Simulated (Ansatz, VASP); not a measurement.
Two plane-wave programs on Tl

```
Tl
1.0
    -2.12524    2.12524    2.12524
     2.12524   -2.12524    2.12524
     2.12524    2.12524   -2.12524
Tl
1
Direct
  0.00000 0.00000 0.00000
```

Alike in both runs: task single point; functional BLYP; k mesh 12 × 12 × 12; occupations fermi-dirac, width 0.1 eV; no spin polarisation.

|  | VASP | Ansatz |
| --- | --- | --- |
| version | VASP 6.6.1 | Ansatz 0.2.0 |
| potentials or method | VASP PAW PBE potentials, release 64 (Tl_d) | plane waves (420 eV) with PAW, scalar-relativistic |
| plane-wave cutoff (eV) | 520 | 420 |
| valence electrons in the cell | 13 | 13 |

|  | VASP | Ansatz | Ansatz less VASP |
| --- | --- | --- | --- |
| pressure (GPa) | -1.1 | -1.1 | +0.01 |

Caveats: the PAW data sets were made with another functional, which shifts forces and pressure a little (VASP). Spin-orbit coupling is left out, which matters for the levels of Tl.
